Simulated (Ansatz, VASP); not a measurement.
**Two plane-wave programs on Hg**

```
CELL_PARAMETERS angstrom
4.62250 0.00000 0.00000
-2.31125 4.00320 0.00000
0.00000 0.00000 5.24438
ATOMIC_POSITIONS crystal
Hg 0.22540 0.00000 0.33333
Hg 0.00000 0.22540 0.66667
Hg 0.77460 0.77460 0.00000
```

Alike in both runs: task relaxation of cell and atoms; functional PBEsol; k mesh 6 × 6 × 4; occupations gaussian, width 0.1 eV; no spin polarisation.

```csv
,VASP,Ansatz
version,VASP 6.6.1,Ansatz 0.2.0
potentials or method,"VASP PAW PBE potentials, release 64 (Hg)","scalar-relativistic, plane waves, PAW"
plane-wave cutoff (eV),600,420
valence electrons in the cell,36,60
```

```tsv
	VASP	Ansatz	Ansatz less VASP
gap on the k mesh at the Fermi level, each at its own relaxed structure (eV)	none	none	-
relaxed volume (Å³/atom)	25.71	25.49	-0.216
relaxed cell length with the largest relative difference (Å)	5.241	5.074	-0.1676
energy change over the relaxation (meV/atom)	-602	-582	+20.2
```

A gap of «none» marks a metal or a gap that the smearing closes. The two sets of potentials don't hold the same shells in valence.

Caveats: the volume moved by over 15 % at a fixed basis, so the end points are rough (VASP); the PAW data sets were made with another functional, which shifts forces and pressure a little (VASP). The runs have no spin-orbit coupling, so splittings on Hg are missing.
